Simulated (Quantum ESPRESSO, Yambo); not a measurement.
Planning a run of Quantum ESPRESSO 7.5 on KI (Fm-3m). The input:

```
&control
  calculation = 'nscf'
  prefix = 'x'
  outdir = 'o'
  pseudo_dir = 'pseudo'
/
&system
  ibrav = 0
  nat = 2
  ntyp = 2
  ecutwfc = 76.0
  nbnd = 87
  force_symmorphic = .true.
/
&electrons
  conv_thr = 1e-9
  electron_maxstep = 80
  diago_full_acc = .true.
  diago_thr_init = 5e-6
/
ATOMIC_SPECIES
  K 39.098 K.upf
  I 126.9 I.upf
CELL_PARAMETERS angstrom
  0.0000000000 3.5327750000 3.5327750000
  3.5327750000 0.0000000000 3.5327750000
  3.5327750000 3.5327750000 -0.0000000000
ATOMIC_POSITIONS crystal
  K 0.0000000000 0.0000000000 0.0000000000
  I 0.5000000000 0.5000000000 0.5000000000
K_POINTS automatic
  6 6 6 0 0 0
```

```sh
OMP_NUM_THREADS=1 mpirun -n 4 pw.x -nk 4 -in pw.in > pw.out
```

Question: Estimate wall time and host memory on 4 MPI ranks of Intel Xeon 6975P-C (Granite Rapids), shared host.

It took 21 s; on shared hardware allow 11 s to 42 s. Peak host memory was 0.47 GiB.

[Paths, hosts, dates, memory and timing lines, banners, echoed tables and standing remarks are left out of the program output.]

[Logs are printed without paths, hosts, clocks, repeated set-up lines and the standing remarks that a program may print on its own settings, such as how far it seeks lower states.]

[Runs of the session that timed out or met a known fault of the program may be left out.]

[Hosts, paths, dates, database ids (printed as entryN), source tags and the programs' standing remarks are cut or masked in the printed files.]
